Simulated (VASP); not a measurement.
# HfO2 (Fm-3m) in VASP: a series of runs

The runs below take HfO2 through single point, with HSE06, r2SCAN.

Everything below comes from runs of VASP 6.6.1. Logs are shortened: lines on timing, memory, paths and dates and some standing lists are left out, and cuts for length are marked.

## Step 1: The crystal as given

Symmetry: Fm-3m, No. 225, cubic system. The conventional cell has a = 5.058 Å, b = 5.058 Å, c = 5.058 Å, α = 90.00°, β = 90.00°, γ = 90.00°. Around Hf (site symmetry m-3m) lie 8 O at 2.19 Å. O (site symmetry -43m) has 4 Hf at 2.19 Å as nearest neighbours.

Measurements of this composition are mostly on another form, of space group No. 14.

## Step 2: Single point, HSE06

Input file POSCAR:

```
HfO2
1.0
    0.0000000000      2.5291823190      2.5291823190
    2.5291823190      0.0000000000      2.5291823190
    2.5291823190      2.5291823190      0.0000000000
Hf O
1 2
Direct
    0.0000000000      0.0000000000      0.0000000000
    0.2500000000      0.2500000000      0.2500000000
    0.7500000000      0.7500000000      0.7500000000
```

Input file INCAR.step1:

```
PREC = Accurate
ENCUT = 520
EDIFF = 1E-5
ISMEAR = 0
SIGMA = 0.01
LREAL = F
LASPH = T
NELM = 60
ALGO = Normal
ISIF = 2
LWAVE = T
LCHARG = F
GGA = PE
NBANDS = 18
```

Input file INCAR.step2:

```
PREC = Accurate
ENCUT = 520
EDIFF = 1E-7
ISMEAR = 0
SIGMA = 0.01
LREAL = F
LASPH = T
NELM = 60
ALGO = Normal
ISIF = 2
LWAVE = F
LCHARG = F
GGA = PE
LHFCALC = T
HFSCREEN = 0.2079
PRECFOCK = Normal
ISTART = 1
NBANDS = 18
```

Input file KPOINTS:

```
regular mesh
0
Gamma
  4 4 4
```

Potentials or basis: VASP PAW PBE potentials, release 64 (Hf_pv, O).

The run is started by

```sh
$ cat potpaw_PBE.64/Hf_pv/POTCAR potpaw_PBE.64/O/POTCAR > POTCAR
$ cp INCAR.step1 INCAR
$ mpirun -np 1 vasp_std > vasp.out
$ cp INCAR.step2 INCAR
$ mpirun -np 1 vasp_std > vasp.out
```

OUTCAR:

```text
PREC = Accurate
   ENCUT = 520
   EDIFF = 1E-7
   ISMEAR = 0
   LREAL = F
   LASPH = T
   NELM = 60
   ISIF = 2
   GGA = PE
   LHFCALC = T
   HFSCREEN = 0.2079
   PRECFOCK = Normal
   ISTART = 1

 ion  position               nearest neighbor table
   1  0.000  0.000  0.000-   3 2.19   3 2.19   3 2.19   2 2.19   2 2.19   2 2.19   3 2.19   2 2.19

   2  0.250  0.250  0.250-   1 2.19   1 2.19   1 2.19   1 2.19
   3  0.750  0.750  0.750-   1 2.19   1 2.19   1 2.19   1 2.19

  LATTYP: Found a face centered cubic cell.
 ALAT       =     5.0583646380

  Lattice vectors:

 A1 = (   0.0000000000,   2.5291823190,   2.5291823190)
 A2 = (   2.5291823190,   0.0000000000,   2.5291823190)
 A3 = (   2.5291823190,   2.5291823190,   0.0000000000)

Analysis of symmetry for initial positions (statically):
=====================================================================
 Subroutine PRICEL returns:
 Original cell was already a primitive cell.

 Routine SETGRP: Setting up the symmetry group for a
 face centered cubic supercell.

 Subroutine GETGRP returns: Found 48 space group operations
 (whereof 48 operations were pure point group operations)
 out of a pool of 48 trial point group operations.

The static configuration has the point symmetry O_h .

Analysis of symmetry for dynamics (positions and initial velocities):
=====================================================================
 Subroutine PRICEL returns:
 Original cell was already a primitive cell.

 Routine SETGRP: Setting up the symmetry group for a
 face centered cubic supercell.

 Subroutine GETGRP returns: Found 48 space group operations
 (whereof 48 operations were pure point group operations)
 out of a pool of 48 trial point group operations.

The dynamic configuration has the point symmetry O_h .

 Subroutine INISYM returns: Found 48 space group operations
 (whereof 48 operations are pure point group operations),
 and found     1 'primitive' translations

----------------------------------------------------------------------------------------

                                     Primitive cell

  volume of cell :      32.3572

  direct lattice vectors                    reciprocal lattice vectors
     0.000000000  2.529182319  2.529182319    -0.197692351  0.197692351  0.197692351
     2.529182319  0.000000000  2.529182319     0.197692351 -0.197692351  0.197692351
     2.529182319  2.529182319  0.000000000     0.197692351  0.197692351 -0.197692351

  length of vectors
     3.576803937  3.576803937  3.576803937     0.342413197  0.342413197  0.342413197

  position of ions in fractional coordinates (direct lattice)
     0.000000000  0.000000000  0.000000000
     0.250000000  0.250000000  0.250000000
     0.750000000  0.750000000  0.750000000

  ion indices of the primitive-cell ions
   primitive index   ion index
                 1           1
                 2           2
                 3           3

----------------------------------------------------------------------------------------

 KPOINTS: regular mesh

Automatic generation of k-mesh.
 Grid dimensions read from file:
 generate k-points for:    4    4    4

 Generating k-lattice:

  Cartesian coordinates                     Fractional coordinates (reciprocal lattice)
    -0.049423088  0.049423088  0.049423088     0.250000000  0.000000000  0.000000000
     0.049423088 -0.049423088  0.049423088     0.000000000  0.250000000  0.000000000
     0.049423088  0.049423088 -0.049423088     0.000000000  0.000000000  0.250000000

  Length of vectors
     0.085603299  0.085603299  0.085603299

  Shift w.r.t. Gamma in fractional coordinates (k-lattice)
     0.000000000  0.000000000  0.000000000

 Subroutine IBZKPT returns following result:
 ===========================================

 Found      8 irreducible k-points:

 Following reciprocal coordinates:
            Coordinates               Weight
  0.000000  0.000000  0.000000      1.000000
  0.250000  0.000000  0.000000      8.000000
  0.500000  0.000000  0.000000      4.000000
  0.250000  0.250000  0.000000      6.000000
  0.500000  0.250000  0.000000     24.000000
 -0.250000  0.250000  0.000000     12.000000
  0.500000  0.500000  0.000000      3.000000
 -0.250000  0.500000  0.250000      6.000000
   k-points           NKPTS =      8   k-points in BZ     NKDIM =     64   number of bands    NBANDS=     18
   number of dos      NEDOS =    301   number of ions     NIONS =      3
   total plane-waves  NPLWV =  21952
   dimension x,y,z NGX =    28 NGY =   28 NGZ =   28
   dimension x,y,z NGXF=    56 NGYF=   56 NGZF=   56
   ions per type =               1   2
   NGX,Y,Z   is equivalent  to a cutoff of  13.01, 13.01, 13.01 a.u.
   NGXF,Y,Z  is equivalent  to a cutoff of  26.03, 26.03, 26.03 a.u.
 SYSTEM =  unknown system
   PREC   = accura    normal or accurate (medium, high low for compatibility)
   ISTART =      1    job   : 0-new  1-cont  2-samecut
   ICHARG =      0    charge: 1-file 2-atom 10-const
   ISPIN  =      1    spin polarized calculation?
   LNONCOLLINEAR =      F non collinear calculations
   LSORBIT =      F    spin-orbit coupling
   LASPH  =      T    aspherical Exc in radial PAW
   ENCUT  =  520.0 eV  38.22 Ry    6.18 a.u.   6.65  6.65  6.65*2*pi/ulx,y,z
   NELM   =     60;   NELMIN=  2; NELMDL=  0     # of ELM steps
   EDIFF  = 0.1E-06   stopping-criterion for ELM
   LREAL  =      F    real-space projection
   EDIFFG = 0.1E-05   stopping-criterion for IOM
   NSW    =      0    number of steps for IOM
   IBRION =     -1    ionic relax: 0-MD 1-quasi-New 2-CG
   NFREE  =      0    steps in history (QN), initial steepest desc. (CG)
   ISIF   =      2    stress and relaxation
   ISYM   =      3    0-nonsym 1-usesym 2-fastsym
   POTIM  = 0.5000    time-step for ionic-motion
   TEBEG  =    0.0;   TEEND  =   0.0 temperature during run
   PSTRESS=    0.0 pullay stress
   NELECT =      22.0000    total number of electrons
   NUPDOWN=      -1.0000    fix difference up-down
   EMIN   =  10.00;   EMAX   =-10.00  energy-range for DOS
   EFERMI =   0.00;   METHOD = LEGACY
   ISMEAR =     0;   SIGMA  =   0.01  broadening in eV -4-tet -1-fermi 0-gaus
   EFERMI_NEDOS =   21; number of points for ismear=-14 and -15
   IALGO  =     38    algorithm
   IMIX   =      1    mixing-type and parameters
[... 44 lines left out ...]
 Fermi energy:         3.4495620497

 k-point     1 :       0.0000    0.0000    0.0000
  band No.  band energies     occupation
      1     -27.8779      2.00000
      2     -27.8779      2.00000
      3     -27.8779      2.00000
      4     -17.2025      2.00000
      5     -13.9651      2.00000
      6      -2.5345      2.00000
      7      -2.5345      2.00000
      8      -2.5345      2.00000
      9       2.6200      2.00000
     10       2.6200      2.00000
     11       2.6200      2.00000
     12       8.7798      0.00000
     13       8.7798      0.00000
     14      10.7649      0.00000
     15      15.7562      0.00000
     16      15.7562      0.00000
     17      15.7562      0.00000
     18      18.9276      0.00000

 k-point     2 :       0.2500    0.0000    0.0000
  band No.  band energies     occupation
      1     -28.1570      2.00000
      2     -27.9094      2.00000
      3     -27.9094      2.00000
      4     -16.4308      2.00000
      5     -14.5077      2.00000
      6      -1.9592      2.00000
      7      -1.9592      2.00000
      8      -1.0225      2.00000
      9       1.1746      2.00000
     10       1.7840      2.00000
     11       1.7840      2.00000
     12       9.5370      0.00000
     13       9.5371      0.00000
     14      11.9827      0.00000
     15      14.4111      0.00000
     16      14.9122      0.00000
     17      14.9123      0.00000
     18      17.9253      0.00000

 k-point     3 :       0.5000    0.0000    0.0000
  band No.  band energies     occupation
      1     -28.4122      2.00000
      2     -27.9409      2.00000
      3     -27.9409      2.00000
      4     -15.8956      2.00000
      5     -14.6537      2.00000
      6      -1.3741      2.00000
      7      -1.3741      2.00000
      8      -0.0153      2.00000
      9       0.3271      2.00000
     10       1.2670      2.00000
     11       1.2670      2.00000
     12       9.5659      0.00000
     13       9.5659      0.00000
     14      12.0274      0.00000
     15      14.0165      0.00000
     16      14.6222      0.00000
     17      14.6222      0.00000
     18      18.0257      0.00000

 k-point     4 :       0.2500    0.2500    0.0000
  band No.  band energies     occupation
      1     -28.1766      2.00000
      2     -27.9556      2.00000
      3     -27.9556      2.00000
      4     -16.0943      2.00000
      5     -14.7314      2.00000
      6      -1.8095      2.00000
      7      -1.8095      2.00000
      8      -1.0665      2.00000
      9      -0.0247      2.00000
     10       2.5396      2.00000
     11       2.5396      2.00000
     12       9.4235      0.00000
     13       9.5784      0.00000
     14      13.2410      0.00000
     15      13.9072      0.00000
     16      13.9072      0.00000
     17      14.2742      0.00000
     18      18.7650      0.00000

 k-point     5 :       0.5000    0.2500    0.0000
  band No.  band energies     occupation
      1     -28.3393      2.00000
      2     -28.0834      2.00000
      3     -27.9867      2.00000
      4     -15.4040      2.00000
      5     -14.9586      2.00000
      6      -2.4037      2.00000
      7      -1.1303      2.00000
      8      -0.9517      2.00000
      9       1.4384      2.00000
     10       1.8309      2.00000
     11       2.0061      2.00000
     12       9.4082      0.00000
     13      10.1034      0.00000
     14      12.1393      0.00000
     15      13.0668      0.00000
     16      13.7886      0.00000
     17      16.2992      0.00000
     18      18.8560      0.00000

 k-point     6 :      -0.2500    0.2500    0.0000
  band No.  band energies     occupation
      1     -28.2632      2.00000
      2     -28.1012      2.00000
      3     -27.9408      2.00000
      4     -15.6222      2.00000
      5     -14.9117      2.00000
      6      -2.0914      2.00000
      7      -0.7254      2.00000
      8      -0.6869      2.00000
      9       0.2914      2.00000
     10       1.0152      2.00000
     11       2.5150      2.00000
     12       9.2265      0.00000
     13      10.2630      0.00000
     14      12.3318      0.00000
     15      12.9446      0.00000
     16      14.3842      0.00000
     17      16.0903      0.00000
     18      18.4838      0.00000

 k-point     7 :       0.5000    0.5000    0.0000
  band No.  band energies     occupation
      1     -28.4422      2.00000
      2     -28.0320      2.00000
      3     -28.0320      2.00000
      4     -15.3531      2.00000
      5     -14.8187      2.00000
      6      -3.6976      2.00000
      7      -0.5154      2.00000
      8      -0.5154      2.00000
      9       1.6368      2.00000
     10       1.6368      2.00000
     11       3.2934      2.00000
     12       8.6580      0.00000
     13      10.5900      0.00000
     14      11.6500      0.00000
     15      13.2439      0.00000
     16      13.2439      0.00000
     17      18.4128      0.00000
     18      18.9250      0.00000

 k-point     8 :      -0.2500    0.5000    0.2500
  band No.  band energies     occupation
      1     -28.2424      2.00000
      2     -28.2424      2.00000
      3     -28.0341      2.00000
      4     -15.0784      2.00000
      5     -15.0784      2.00000
      6      -2.4678      2.00000
      7      -2.1487      2.00000
      8       0.4846      2.00000
      9       0.4846      2.00000
     10       1.7935      2.00000
     11       3.0652      2.00000
     12       9.7546      0.00000
     13      10.1986      0.00000
     14      12.0980      0.00000
     15      12.0980      0.00000
     16      13.4127      0.00000
     17      18.0140      0.00000
     18      18.9252      0.00000

------------------------ aborting loop because EDIFF is reached ----------------------------------------

  FORCE on cell =-STRESS in cart. coord.  units (eV):
  Direction    XX          YY          ZZ          XY          YZ          ZX
  --------------------------------------------------------------------------------------
  -------------------------------------------------------------------------------------
  Total       -1.0651460     -1.0651460     -1.0651460      0.0000000      0.0000000      0.0000000
  in kB      -52.7411137    -52.7411137    -52.7411137      0.0000000      0.0000000      0.0000000
  external PRESSURE =     -52.7411137 kB  Pullay stress =       0.0000000 kB

 VOLUME and BASIS-vectors are now :
 -----------------------------------------------------------------------------
  energy-cutoff  :      520.00
  volume of cell :       32.36
      direct lattice vectors                 reciprocal lattice vectors
     0.000000000  2.529182319  2.529182319    -0.197692351  0.197692351  0.197692351
     2.529182319  0.000000000  2.529182319     0.197692351 -0.197692351  0.197692351
     2.529182319  2.529182319  0.000000000     0.197692351  0.197692351 -0.197692351

 POSITION                                       TOTAL-FORCE (eV/Angst)
 -----------------------------------------------------------------------------------
      0.00000      0.00000      0.00000        -0.000000      0.000000     -0.000000
      1.26459      1.26459      1.26459        -0.000000     -0.000000      0.000000
      3.79377      3.79377      3.79377         0.000000     -0.000000     -0.000000
 -----------------------------------------------------------------------------------
    total drift:                               -0.000006      0.000001      0.000002

  FREE ENERGIE OF THE ION-ELECTRON SYSTEM (eV)
  ---------------------------------------------------
  free  energy   TOTEN  =       -36.2607197166 eV

  energy  without entropy=      -36.2607197166  energy(sigma->0) =      -36.26071972
```

Run time: 5.3 min. Hardware: 1 thread of Intel Xeon 6975P-C (Granite Rapids), shared host; peak memory 0.26 GiB.

Results:

```yaml
Free_energy: -36.2607 eV
Pressure: -5.3 GPa
Band_gap_on_the_k_mesh: 5.36 eV, direct
```

Caveat: the k mesh is coarse (spacing up to 0.54 Å⁻¹), so the values aren't converged, least of all with exact exchange; the PAW data sets were made with another functional, which shifts forces and pressure a little; spin-orbit coupling is left out, which moves the levels of the heavy elements.

## Step 3: Single point, r2SCAN

POSCAR is that of step 2.

Input file INCAR.step1:

```
SYSTEM = HfO2
PREC = Accurate ; ENCUT = 520
ISMEAR = 0 ; SIGMA = 0.01
LREAL = .False. ; LASPH = .True.
NELM = 80 ; NBANDS = 18
GGA = PE ; ALGO = Normal
EDIFF = 1E-4 ; LWAVE = .True.
LCHARG = .False.
```

Input file INCAR.step2:

```
SYSTEM = HfO2
PREC = Accurate ; ENCUT = 520
EDIFF = 1E-6 ; ISMEAR = 0
SIGMA = 0.01 ; LREAL = .False.
LASPH = .True. ; NELM = 80
ALGO = Normal ; ISIF = 2
LWAVE = .False. ; LCHARG = .False.
METAGGA = R2SCAN ; LMIXTAU = .True.
NBANDS = 18 ; ISTART = 1
```

Input file KPOINTS:

```
regular mesh
0
Gamma
  6 6 6
  0 0 0
```

Potentials or basis: VASP PAW PBE potentials, release 64 (Hf_pv, O).

The run is started by

```sh
$ cat potpaw_PBE.64/Hf_pv/POTCAR potpaw_PBE.64/O/POTCAR > POTCAR
$ cp INCAR.step1 INCAR
$ mpirun -np 1 vasp_std > vasp.out
$ cp INCAR.step2 INCAR
$ mpirun -np 1 vasp_std > vasp.out
```

Wall time 24 s (1 thread of Intel Xeon 6975P-C (Granite Rapids), shared host); peak memory 0.17 GiB.

The run converged. Its results:

| Property | Result |
| --- | --- |
| Free energy | -68.5474 eV |
| Pressure | -4.0 GPa |
| Band gap on the k mesh | 4.31 eV, direct |

Levels at points of the mesh, in eV from the valence-band top:
```tsv
k point	band 8	band 9	band 10	band 11	band 12	band 13	band 14	band 15
(0.00, 0.00, 0.00)	-5.48	-0.64	-0.64	-0.64	4.42	4.42	6.52	11.09
(0.50, 0.00, 0.00)	-3.08	-2.82	-1.90	-1.90	5.12	5.12	7.56	9.64
(0.50, 0.50, 0.00)	-3.60	-1.57	-1.57	0.00	4.31	6.05	7.24	8.73
```

Caveat: the PAW data sets were made with another functional, which shifts forces and pressure a little; spin-orbit coupling is left out, which moves the levels of the heavy elements. r2SCAN opens gaps a little over a GGA but as a rule still falls short of measured ones.

## Step 4: Single point, r2SCAN

POSCAR is that of step 3.

Input file INCAR.step1:

```
SYSTEM = HfO2
ALGO = Normal
EDIFF = 1E-4
ENCUT = 520
GGA = PE
ISMEAR = 0
LASPH = .TRUE.
LCHARG = .FALSE.
LREAL = .FALSE.
LWAVE = .TRUE.
NBANDS = 18
NELM = 100
PREC = Accurate
SIGMA = 0.01
```

Input file INCAR.step2:

```
SYSTEM = HfO2
ALGO = Normal
EDIFF = 1E-6
ENCUT = 520
ISIF = 2
ISMEAR = 0
ISTART = 1
LASPH = .TRUE.
LCHARG = .FALSE.
LMIXTAU = .TRUE.
LREAL = .FALSE.
LWAVE = .FALSE.
METAGGA = R2SCAN
NBANDS = 18
NELM = 100
PREC = Accurate
SIGMA = 0.01
```

Input file KPOINTS:

```
k-points
0
G
  6 6 6
  0 0 0
```

The run is started by

```sh
$ cat potpaw_PBE.64/Hf_pv/POTCAR potpaw_PBE.64/O/POTCAR > POTCAR
$ cp INCAR.step1 INCAR
$ mpirun -np 1 vasp_std > vasp.out
$ cp INCAR.step2 INCAR
$ mpirun -np 1 vasp_std > vasp.out
```

Wall time 24 s (1 thread of Intel Xeon 6975P-C (Granite Rapids), shared host); peak memory 0.17 GiB.

Results (log left out):

```yaml
Free_energy: -68.5474 eV
Pressure: -4.0 GPa
Band_gap_on_the_k_mesh: 4.31 eV, direct
```

Levels at points of the mesh, in eV from the valence-band top:
| k point | band 7 | band 8 | band 9 | band 10 | band 11 | band 12 | band 13 | band 14 | band 15 | band 16 |
| --- | --- | --- | --- | --- | --- | --- | --- | --- | --- | --- |
| (0.00, 0.00, 0.00) | -5.48 | -5.48 | -0.64 | -0.64 | -0.64 | 4.42 | 4.42 | 6.52 | 11.09 | 11.09 |
| (0.50, 0.00, 0.00) | -4.40 | -3.08 | -2.82 | -1.90 | -1.90 | 5.12 | 5.12 | 7.56 | 9.64 | 10.02 |
| (0.50, 0.50, 0.00) | -3.60 | -3.60 | -1.57 | -1.57 | 0.00 | 4.31 | 6.05 | 7.24 | 8.73 | 8.73 |

Caveat: the PAW data sets were made with another functional, which shifts forces and pressure a little; spin-orbit coupling is left out, which moves the levels of the heavy elements.

## Step 5: Single point, r2SCAN

POSCAR is that of step 4.

Input file INCAR.step1:

```
PREC = Accurate
ENCUT = 520
ISMEAR = 0
SIGMA = 0.01
LREAL = F
LASPH = T
NELM = 80
NBANDS = 18
GGA = PE
ALGO = Normal
EDIFF = 1E-4
LWAVE = T
LCHARG = F
```

Input file INCAR.step2:

```
PREC = Accurate
ENCUT = 520
EDIFF = 1E-7
ISMEAR = 0
SIGMA = 0.01
LREAL = F
LASPH = T
NELM = 80
ALGO = Normal
ISIF = 2
LWAVE = F
LCHARG = T
METAGGA = R2SCAN
LMIXTAU = T
LELF = T
LVHAR = T
NBANDS = 18
ISTART = 1
```

Input file KPOINTS:

```
regular mesh
0
Gamma
  6 6 6
```

The run is started by

```sh
$ cat potpaw_PBE.64/Hf_pv/POTCAR potpaw_PBE.64/O/POTCAR > POTCAR
$ cp INCAR.step1 INCAR
$ mpirun -np 1 vasp_std > vasp.out
$ cp INCAR.step2 INCAR
$ mpirun -np 1 vasp_std > vasp.out
```

Run time: 31 s. Hardware: 1 thread of Intel Xeon 6975P-C (Granite Rapids), shared host; peak memory 0.17 GiB.

The run converged. Its results:

| Item | Value |
| --- | --- |
| Free energy | -68.5474 eV |
| Pressure | -4.0 GPa |
| Band gap on the k mesh | 4.31 eV, direct |

Levels at points of the mesh, in eV from the valence-band top:
```tsv
k point	band 7	band 8	band 9	band 10	band 11	band 12	band 13	band 14	band 15	band 16
(0.00, 0.00, 0.00)	-5.48	-5.48	-0.64	-0.64	-0.64	4.42	4.42	6.52	11.09	11.09
(0.50, 0.00, 0.00)	-4.40	-3.08	-2.82	-1.90	-1.90	5.12	5.12	7.56	9.64	10.02
(0.50, 0.50, 0.00)	-3.60	-3.60	-1.57	-1.57	0.00	4.31	6.05	7.24	8.73	8.73
```

Caveat: the PAW data sets were made with another functional, which shifts forces and pressure a little; spin-orbit coupling is left out, which moves the levels of the heavy elements. A k mesh can miss the band edges.
